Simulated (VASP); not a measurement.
Set up this calculation in VASP 6.6.1, as the native input.

```yaml
Task: relaxation of cell and atoms
Functional: PBEsol
Dispersion: rVV10
Potentials_or_basis: VASP PAW PBE potentials, release 64 (C)
Cutoff: 600 eV
k_mesh: 12 × 12 × 4
Occupations: fermi-dirac, width 0.05 eV
Spin: no spin polarisation
Further_INCAR_settings: ALGO = Fast; EDIFF = 1e-07; IBRION = 2; EDIFFG = -0.02; NSW = 60; ISIF = 3
```

The structure of C lies in POSCAR:

```
C
1.0
    2.5221000000      0.0000000000      0.0000000000
   -1.2610500000      2.1842026709      0.0000000000
    0.0000000000      0.0000000000      8.2371000000
C
8
Direct
    0.6666666667      0.3333333333      0.8437500000
    0.3333333333      0.6666666667      0.3437500000
    0.6666666667      0.3333333333      0.6562500000
    0.3333333333      0.6666666667      0.1562500000
    0.0000000000      0.0000000000      0.9062500000
    0.0000000000      0.0000000000      0.4062500000
    0.0000000000      0.0000000000      0.5937500000
    0.0000000000      0.0000000000      0.0937500000
```

This is a hexagonal form of diamond, not graphite.

These files were run (other wordings do the same):

INCAR

```
PREC = Accurate
ENCUT = 600
EDIFF = 1E-7
ISMEAR = -1
SIGMA = 0.05
LREAL = F
LASPH = T
NELM = 80
ALGO = Fast
ISIF = 3
LWAVE = F
LCHARG = F
GGA = PS
LUSE_VDW = T
IVDW_NL = 2
BPARAM = 20.0
CPARAM = 0.0093
IBRION = 2
NSW = 60
EDIFFG = -0.02
```

KPOINTS

```
regular mesh
0
Gamma
  12 12 4
```

Potentials or basis: VASP PAW PBE potentials, release 64 (C).

Run with:

```sh
$ cat potpaw_PBE.64/C/POTCAR > POTCAR
$ mpirun -np 1 vasp_std > vasp.out
```

Results of the run:

```
Relaxed volume                         : 5.62 Å³/atom
Relaxed cell                           : a = 2.505 Å, b = 2.505 Å, c = 8.264 Å, α = 90.00°, β = 90.00°, γ = 120.00°
Space group after relaxing (to 0.05 Å) : P6_3/mmc (No. 194)
Energy gained by relaxing              : 3.2 meV/atom
Ionic steps                            : 5
Pressure after relaxing                : 0.0 GPa
Largest force after relaxing           : 0.010 eV/Å
Band gap on the k mesh                 : 4.41 eV, indirect (least direct gap 5.26 eV)
```

Caveat: the PAW data sets were made with another functional, which shifts forces and pressure a little.

Wall time 8.6 min on 1 thread of AMD EPYC 7R43 64-Core Processor (Zen 3) (shared host), peak memory 0.27 GiB.
